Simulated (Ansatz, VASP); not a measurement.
Hf in VASP and in Ansatz

```xyz
2
Lattice="3.1752 0.0000 0.0000 -1.5876 2.7498 0.0000 0.0000 0.0000 5.0239" Properties=species:S:1:pos:R:3 pbc="T T T"
Hf    1.5876    0.9166    3.7679
Hf    0.0000    1.8332    1.2560
```

Change from the starting cell: volume scaled by 0.98.

Alike in both runs: task single point; functional PBEsol; k mesh 10 × 10 × 5; occupations fermi-dirac, width 0.05 eV; no spin polarisation.

```csv
,VASP,Ansatz
version,VASP 6.6.1,Ansatz 0.2.0
potentials or method,"VASP PAW PBE potentials, release 64 (Hf_pv)",Ansatz PAW
plane-wave cutoff (eV),520,420
valence electrons in the cell,20,52
```

|  | VASP | Ansatz | Ansatz less VASP |
| --- | --- | --- | --- |
| gap on the k mesh at the Fermi level (eV) | none | none | - |
| pressure (GPa) | -2.2 | -1.8 | +0.38 |
| largest component of the traceless stress (GPa) | 0.27 | 0.21 | -0.059 |

A gap of «none» marks a metal or a gap that the smearing closes. The two sets of potentials don't hold the same shells in valence.

Caveats: the PAW data sets were made with another functional, which shifts forces and pressure a little (VASP); the PAW data sets come from PBE, with cores solved anew for the run's functional, which leaves a small shift of forces and pressure (Ansatz). Spin-orbit coupling is left out, which matters for the levels of Hf.
